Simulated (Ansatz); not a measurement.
## Mg: equation of state with HSEsol

Crystal: Mg.

```xyz
2
Lattice="3.2093 0.0000 0.0000 -1.6046 2.7793 0.0000 0.0000 0.0000 5.2103" Properties=species:S:1:pos:R:3 pbc="T T T"
Mg    1.6047    0.9264    3.9077
Mg    0.0000    1.8529    1.3026
```

| Quantity | Value |
| --- | --- |
| Program | Ansatz 0.2.0 |
| Task | equation of state |
| Functional | HSEsol |
| Potentials or basis | Ansatz PAW |
| Cutoff | 420 eV |
| Density cutoff | 1680 eV |
| k mesh | 5 × 5 × 3 |
| Occupations | fermi-dirac, width 0.05 eV |
| Spin | no spin polarisation |

```yaml
Equilibrium_volume: 22.61 Å³/atom
Bulk_modulus_at_fixed_shape_and_positions: 39 GPa
Pressure_derivative_of_the_bulk_modulus: 3.9
```

Energy against volume, from the lowest point:
```
volume (Å³/atom)  energy (meV/atom)
          21.843               3.17
          22.308               0.36
          22.772               0.00
          23.237               1.86
          23.702               5.73
          24.167              11.41
          24.631              18.73
```

All runs of the series together: 37 s on 2 threads of Arm Neoverse V1 (shared host).

Caveat: the k mesh is coarse (spacing up to 0.45 Å⁻¹), so the values aren't converged, least of all with exact exchange; the cell was scaled at fixed shape and fractional positions, which overstates the stiffness of a crystal with free parameters, most of all of layers and chains; the PAW data sets were made with another functional, which shifts forces and pressure a little.
